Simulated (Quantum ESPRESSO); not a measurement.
# BaS (Fm-3m): modes at Γ and the response to a field, part 2 of 2

Aim: the zone-centre modes of BaS (Fm-3m).

Quantum ESPRESSO 7.5; DFT LDA, scalar-relativistic, plane waves, PseudoDojo norm-conserving pseudopotentials.

So far. Step 2 (A probe with smearing): A gap of 1.9 eV opens on this mesh, so the crystal is taken as an insulator; the start stands at -2.2 GPa. Step 4 (Self-consistent run for the response): The cell stands at -0.004 GPa, close enough for phonons. The relaxed cell has a = 6.285 Å (conventional setting).

## 5. Zone-centre response

At q = 0 one unit cell holds all displacements; symmetry groups them into irreducible representations that are solved one by one. The response to a field gives ε∞ and the Born charges, which polar modes need.

File ph.in:

```
phonons
&inputph
   prefix = 'x'
   outdir = './tmp'
   fildyn = 'g.dyn'
   tr2_ph = 1.0d-18
   epsil = .true.
/
0.000000000000 0.000000000000 0.000000000000
```

Run with:

```bash
$ OMP_NUM_THREADS=1 mpirun -n 4 ph.x -nk 4 -in ph.in > ph.out
```

Log:

```text
[banners, grids, parts of the stress and lines that vanish by symmetry left out]
[banner, memory and clock lines left out]
Program PHONON v.7.5

     ./tmp/x.save/

     IMPORTANT: XC functional enforced from input :
     Exchange-correlation= PW
                           (   1   4   0   0   0   0   0)
     Any further DFT definition will be discarded
     Please, verify this is what you really want

     G-vector sticks info

     Reading collected, re-writing distributed wavefunctions in ./tmp/

     Number and degeneracy of irreps per q-point
       N         xq(1)         xq(2)         xq(3)   N irreps
       1   0.000000000   0.000000000   0.000000000       2
        3   3

     Calculation of q =    0.0000000   0.0000000   0.0000000

     phonons

     bravais-lattice index     =            0
     lattice parameter (alat)  =       8.3986  a.u.
     unit-cell volume          =     418.8981 (a.u.)^3
     number of atoms/cell      =            2
     number of atomic types    =            2
     kinetic-energy cut-off    =      57.0000  Ry
     charge density cut-off    =     228.0000  Ry
     convergence threshold     =      1.0E-18
     beta                      =       0.7000
     number of iterations used =            4
     Exchange-correlation= PW
                           (   1   4   0   0   0   0   0)

     celldm(1)=    8.39862  celldm(2)=    0.00000  celldm(3)=    0.00000
     celldm(4)=    0.00000  celldm(5)=    0.00000  celldm(6)=    0.00000

     crystal axes: (cart. coord. in units of alat)
               a(1) = (  0.0000  0.7071  0.7071 )
               a(2) = (  0.7071  0.0000  0.7071 )
               a(3) = (  0.7071  0.7071  0.0000 )

     reciprocal axes: (cart. coord. in units 2 pi/alat)
               b(1) = ( -0.7071  0.7071  0.7071 )
               b(2) = (  0.7071 -0.7071  0.7071 )
               b(3) = (  0.7071  0.7071 -0.7071 )

     Atoms inside the unit cell:

     Cartesian axes

     site n.  atom      mass           positions (alat units)
        1  Ba    137.3270   tau(    1) = (    0.00000    0.00000    0.00000  )
        2  S      32.0600   tau(    2) = (    0.70711    0.70711    0.70711  )

     Computing dynamical matrix for
                    q = (   0.0000000   0.0000000   0.0000000 )

     49 Sym.Ops. (with q -> -q+G )

     G cutoff =  407.3715  (  24309 G-vectors)     FFT grid: ( 45, 45, 45)
     number of k points=    16
                       cart. coord. in units 2pi/alat
        k(    1) = (   0.0000000   0.0000000   0.0000000), wk =   0.0092593
        k(    2) = (   0.1178511   0.1178511  -0.1178511), wk =   0.0740741
        k(    3) = (   0.2357023   0.2357023  -0.2357023), wk =   0.0740741
        [... further k-points left out ...]

     PseudoPot. # 1 for Ba read from file:
     ./pseudo/Ba.upf
     Pseudo is Norm-conserving + core correction, Zval = 10.0
     Using radial grid of 1912 points,  6 beta functions with:
                l(1) =   0
                l(2) =   0
                l(3) =   1
                l(4) =   1
                l(5) =   2
                l(6) =   2

     PseudoPot. # 2 for S  read from file:
     ./pseudo/S.upf
     Pseudo is Norm-conserving + core correction, Zval =  6.0
     Using radial grid of 1132 points,  6 beta functions with:
                l(1) =   0
                l(2) =   0
                l(3) =   1
                l(4) =   1
                l(5) =   2
                l(6) =   2

     Mode symmetry, O_h (m-3m)  point group:

     Electric field:
     Dielectric constant
     Born effective charges as d Force / d E

     Atomic displacements:
     There are    2 irreducible representations

     Representation     1      3 modes -  To be done

     Representation     2      3 modes -  To be done

     Alpha used in Ewald sum =   2.3000

     Electric Fields Calculation

      iter #   1   av.it.:   6.4
      thresh= 1.000E-02 alpha_mix =  0.700 |ddv_scf|^2 =  2.029E-07

      iter #   2   av.it.:  11.9
      thresh= 4.504E-05 alpha_mix =  0.700 |ddv_scf|^2 =  2.909E-08

      iter #   3   av.it.:  11.4
      thresh= 1.706E-05 alpha_mix =  0.700 |ddv_scf|^2 =  5.588E-10

      iter #   4   av.it.:  11.5
      thresh= 2.364E-06 alpha_mix =  0.700 |ddv_scf|^2 =  1.990E-11

      iter #   5   av.it.:  11.7
      thresh= 4.461E-07 alpha_mix =  0.700 |ddv_scf|^2 =  4.499E-13

      iter #   6   av.it.:  11.3
      thresh= 6.707E-08 alpha_mix =  0.700 |ddv_scf|^2 =  4.901E-16

      iter #   7   av.it.:  11.8
      thresh= 2.214E-09 alpha_mix =  0.700 |ddv_scf|^2 =  1.876E-17

      iter #   8   av.it.:  11.9
      thresh= 4.332E-10 alpha_mix =  0.700 |ddv_scf|^2 =  6.251E-20

     End of electric fields calculation

          Dielectric constant in cartesian axis

          (       5.260121856      -0.000000000      -0.000000000 )
          (      -0.000000000       5.260121856      -0.000000000 )
          (      -0.000000000      -0.000000000       5.260121856 )

          Effective charges (d Force / dE) in cartesian axis without acoustic sum rule applied (asr)

           atom    1  Ba    Mean Z*:        2.64529
      Ex  (        2.64529       -0.00000        0.00000 )
      Ey  (       -0.00000        2.64529        0.00000 )
      Ez  (        0.00000        0.00000        2.64529 )
           atom    2  S     Mean Z*:       -2.65933
      Ex  (       -2.65933        0.00000        0.00000 )
      Ey  (        0.00000       -2.65933        0.00000 )
      Ez  (        0.00000        0.00000       -2.65933 )

          Effective charges Sum: Mean:       -0.01404
             -0.01404        0.00000        0.00000
              0.00000       -0.01404        0.00000
              0.00000        0.00000       -0.01404

          Effective charges (d Force / dE) in cartesian axis with asr applied:
           atom    1  Ba    Mean Z*:        2.65231
      E*x (        2.65231       -0.00000        0.00000 )
      E*y (       -0.00000        2.65231       -0.00000 )
      E*z (        0.00000       -0.00000        2.65231 )
           atom    2  S     Mean Z*:       -2.65231
      E*x (       -2.65231        0.00000       -0.00000 )
      E*y (        0.00000       -2.65231        0.00000 )
      E*z (       -0.00000        0.00000       -2.65231 )

     Representation #   1 modes #   1   2   3

     Self-consistent Calculation

      iter #   1   av.it.:   5.9
      thresh= 1.000E-02 alpha_mix =  0.700 |ddv_scf|^2 =  1.481E-07

      iter #   2   av.it.:  12.0
      thresh= 3.849E-05 alpha_mix =  0.700 |ddv_scf|^2 =  3.324E-08

      iter #   3   av.it.:  11.6
      thresh= 1.823E-05 alpha_mix =  0.700 |ddv_scf|^2 =  1.597E-10

      iter #   4   av.it.:  12.0
      thresh= 1.264E-06 alpha_mix =  0.700 |ddv_scf|^2 =  5.175E-12

      iter #   5   av.it.:  12.0
      thresh= 2.275E-07 alpha_mix =  0.700 |ddv_scf|^2 =  1.246E-13

      iter #   6   av.it.:  11.8
      thresh= 3.529E-08 alpha_mix =  0.700 |ddv_scf|^2 =  1.663E-16

[...]
End of self-consistent calculation

     Convergence has been achieved

     Representation #   2 modes #   4   5   6

     Self-consistent Calculation

[...]
iter #   2   av.it.:  12.3
      thresh= 4.594E-05 alpha_mix =  0.700 |ddv_scf|^2 =  3.533E-08

      iter #   3   av.it.:  12.0
      thresh= 1.880E-05 alpha_mix =  0.700 |ddv_scf|^2 =  4.188E-10

      iter #   4   av.it.:  12.2
      thresh= 2.047E-06 alpha_mix =  0.700 |ddv_scf|^2 =  1.652E-11

      iter #   5   av.it.:  12.5
      thresh= 4.065E-07 alpha_mix =  0.700 |ddv_scf|^2 =  6.037E-14

      iter #   6   av.it.:  12.1
      thresh= 2.457E-08 alpha_mix =  0.700 |ddv_scf|^2 =  1.352E-16

      iter #   7   av.it.:  11.9
      thresh= 1.163E-09 alpha_mix =  0.700 |ddv_scf|^2 =  5.922E-18

      iter #   8   av.it.:  12.2
      thresh= 2.434E-10 alpha_mix =  0.700 |ddv_scf|^2 =  6.194E-20

     End of self-consistent calculation

     Convergence has been achieved

     Number of q in the star =    1
     List of q in the star:
          1   0.000000000   0.000000000   0.000000000

          Dielectric constant in cartesian axis

          (       5.260121856      -0.000000000      -0.000000000 )
          (      -0.000000000       5.260121856      -0.000000000 )
          (      -0.000000000      -0.000000000       5.260121856 )

          Effective charges (d Force / dE) in cartesian axis without acoustic sum rule applied (asr)

           atom    1  Ba    Mean Z*:        2.64529
      Ex  (        2.64529       -0.00000        0.00000 )
      Ey  (       -0.00000        2.64529        0.00000 )
      Ez  (        0.00000        0.00000        2.64529 )
           atom    2  S     Mean Z*:       -2.65933
      Ex  (       -2.65933        0.00000        0.00000 )
      Ey  (        0.00000       -2.65933        0.00000 )
      Ez  (        0.00000        0.00000       -2.65933 )

          Effective charges Sum: Mean:       -0.01404
             -0.01404        0.00000        0.00000
              0.00000       -0.01404        0.00000
              0.00000        0.00000       -0.01404

          Effective charges (d Force / dE) in cartesian axis with asr applied:
           atom    1  Ba    Mean Z*:        2.65231
      E*x (        2.65231       -0.00000        0.00000 )
      E*y (       -0.00000        2.65231       -0.00000 )
      E*z (        0.00000       -0.00000        2.65231 )
           atom    2  S     Mean Z*:       -2.65231
      E*x (       -2.65231        0.00000       -0.00000 )
      E*y (        0.00000       -2.65231        0.00000 )
      E*z (       -0.00000        0.00000       -2.65231 )

     Diagonalizing the dynamical matrix

     q = (    0.000000000   0.000000000   0.000000000 )

 **************************************************************************
     freq (    1) =       0.007189 [THz] =       0.239801 [cm-1]
     freq (    2) =       0.007189 [THz] =       0.239801 [cm-1]
     freq (    3) =       0.007189 [THz] =       0.239801 [cm-1]
     freq (    4) =       4.567651 [THz] =     152.360436 [cm-1]
     freq (    5) =       4.567651 [THz] =     152.360436 [cm-1]
     freq (    6) =       4.567651 [THz] =     152.360436 [cm-1]
 **************************************************************************

     Mode symmetry, O_h (m-3m)  point group:

     freq (   1-   3) =          0.2  [cm-1]   --> T_1u G_15  G_4- I
     freq (   4-   6) =        152.4  [cm-1]   --> T_1u G_15  G_4- I
```

Elapsed: 45 s, on 4 MPI ranks of Intel Xeon Platinum 8488C (Sapphire Rapids), shared host; 3 min of CPU time.

This step gave:

```
miss of the charge sum rule                                       : 0.01404 e
largest acoustic frequency at the zone centre before the sum rule : 0.24 cm⁻¹
highest optical zone-centre mode (no LO-TO term)                  : 152.4 cm⁻¹
lowest optical zone-centre mode                                   : 152.4 cm⁻¹
mean high-frequency dielectric constant                           : 5.260
largest Born charge in size (third of the trace)                  : 2.659 e
```

Born charge (rows field, columns displacement), before the sum rule (e), principal values of the symmetric part by kind of site:

```
atom  atoms with these values    low  middle   high   mean
 Ba1                        1   2.65    2.65   2.65   2.65
  S2                        1  -2.66   -2.66  -2.66  -2.66
```

In full for Ba1:

```
2.65 0.00 0.00
0.00 2.65 0.00
0.00 0.00 2.65
```

High-frequency dielectric tensor:

```
5.26 0.00 0.00
0.00 5.26 0.00
0.00 0.00 5.26
```

The acoustic modes at Γ come out as far as 0.2 cm⁻¹ from zero, where they should vanish, a small numerical error; the Born charges miss their sum rule by 0.014 e, which is good.

## 6. Zone-centre analysis

A rigid shift of the crystal must cost nothing, but grids and finite bases break this; the acoustic sum rule is imposed before the matrix is diagonalised again. With Born charges the intensities follow, and the static dielectric tensor.

File dynmat.in:

```
&input
   fildyn = 'g.dyn'
   asr = 'simple'
   fileig = 'dynmat.eig'
   lperm = .true.
/
```

Run with:

```bash
$ dynmat.x -in dynmat.in > dynmat.out
```

Log:

```text
[banner, memory and clock lines left out]
Program DYNMAT v.7.5

     Reading Dynamical Matrix from file g.dyn
     ...Force constants read
     ...epsilon and Z* read
     A direction for q was not specified:TO-LO splitting will be absent

     Polarizability (A^3 units)
     multiply by 0.413216 for Clausius-Mossotti correction
        21.043787   -0.000000   -0.000000
        -0.000000   21.043787   -0.000000
        -0.000000   -0.000000   21.043787

     IR activities are in (D/A)^2/amu units

# mode   [cm-1]    [THz]      IR
    1      0.00    0.0000    0.0000
    2      0.00    0.0000    0.0000
    3      0.00    0.0000    0.0000
    4    152.36    4.5677    6.2442
    5    152.36    4.5677    6.2442
    6    152.36    4.5677    6.2442

Electronic dielectric permittivity tensor (relative, adimensional)
         5.260122   -0.000000   -0.000000
        -0.000000    5.260122   -0.000000
        -0.000000   -0.000000    5.260122

 ... with zone-center polar mode contributions
        14.502056    0.000000    0.000000
         0.000000   14.502056    0.000000
         0.000000    0.000000   14.502056
```

Elapsed: 0.64 s, on 1 thread.

Numbers from this step:

```yaml
mean_static_dielectric_constant: 14.50
```

Unit eigenvectors of the mass-weighted matrix after the sum rule; no LO-TO term. The modes at Γ (shares of kinetic energy by element, %):

```
mode  frequency (cm⁻¹)  symmetry  Ba %  S %
   1               0.0  acoustic    81   19
   2               0.0  acoustic    81   19
   3               0.0  acoustic    81   19
   4             152.4       T1u    19   81
   5             152.4       T1u    19   81
   6             152.4       T1u    19   81
```

Displacements in mode 5 (152.4 cm⁻¹), the largest set to 1:
```
Ba1  0.00  0.00 -0.23
S2   0.00  0.00  1.00
```

Degenerate modes summed, no LO-TO term. Lines of the infrared spectrum (strongest = 100):

```
position (cm⁻¹)  lines merged  label  IR intensity, relative
            152             3    T1u                     100
```

Static dielectric tensor (ions relaxed, fixed cell):

```
14.50  0.00  0.00
 0.00 14.50  0.00
 0.00  0.00 14.50
```

The rule moves no optical mode by more than 0.1 cm⁻¹.

## 7. Modes along a direction of q (1 0 0)

A longitudinal polar mode sets up a macroscopic field that stiffens it; the term hangs on the direction from which q goes to zero.

File dynmat.in:

```
&input
   fildyn = 'g.dyn'
   asr = 'simple'
   fileig = 'dynmat.eig'
   q(1) = 1.0
   q(2) = 0.0
   q(3) = 0.0
/
```

Run with:

```bash
$ dynmat.x -in dynmat.in > dynmat.out
```

Log:

```text
[banner, memory and clock lines left out]
Program DYNMAT v.7.5

     Reading Dynamical Matrix from file g.dyn
     ...Force constants read
     ...epsilon and Z* read

     Polarizability (A^3 units)
     multiply by 0.413216 for Clausius-Mossotti correction
        21.043787   -0.000000   -0.000000
        -0.000000   21.043787   -0.000000
        -0.000000   -0.000000   21.043787

     IR activities are in (D/A)^2/amu units

# mode   [cm-1]    [THz]      IR
    1      0.00    0.0000    0.0000
    2      0.00    0.0000    0.0000
    3      0.00    0.0000    0.0000
    4    152.36    4.5677    6.2442
    5    152.36    4.5677    6.2442
    6    252.99    7.5843    6.2442
```

Wall time 0.63 s (1 thread).

Read from the output:

```yaml
highest_mode_moved_by_the_lo_to_term: 253.0 cm⁻¹
```

Zone-centre frequencies as printed; negative means imaginary. Modes:

```
mode  frequency (cm⁻¹)
   1                 0
   2                 0
   3                 0
   4             152.4
   5             152.4
   6               253
```

The field moves one mode, from 152 to 253 cm⁻¹; the others stay.

## 8. What came out

- space group after relaxation: Fm-3m
- volume per atom: 31.0 Å³
- gap on the k-mesh: 1.86 eV
- highest optical zone-centre mode (no LO-TO term): 152.4 cm⁻¹
- highest mode moved by the LO-TO term: 253.0 cm⁻¹
- mean high-frequency dielectric constant: 5.26
- largest Born charge in size (third of the trace): 2.66 e
- mean static dielectric constant: 14.5
- imaginary optical modes at the zone centre (no q mesh in this session): none

In words: At the LDA level the optical modes of BaS (Fm-3m) at the zone centre (no LO-TO term) lie at 152 cm⁻¹. Along the directions run, the highest mode that the macroscopic field moves lies at 253 cm⁻¹. Lattice motion raises the mean dielectric constant from 5.260 to 14.50. The Born charge of S is -2.659 e against a formal charge of -2, somewhat above it. The Lyddane-Sachs-Teller relation holds: (ωLO/ωTO)² is 2.76 and ε₀/ε∞ is 2.76. Left out of this account: PBE with PseudoDojo NC, since it is gradient-corrected and no frozen-mode check or second program bears its response out; PBEsol with PseudoDojo NC, since it is gradient-corrected and no frozen-mode check or second program bears its response out. What is said of the levels holds for those shown. These are harmonic frequencies at zero temperature: anharmonic shifts and linewidths and thermal expansion are left out. Spin-orbit coupling is left out, which can matter for the heavy elements here.

[Host names and launcher messages were left out of these logs when they were recorded.]

[Logs are printed without paths, hosts, clocks, repeated set-up lines and the standing remarks that a program may print on its own settings, such as how far it seeks lower states.]

[Hosts, paths, dates, database ids (printed as entryN), source tags and the programs' standing remarks are cut or masked in the printed files.]
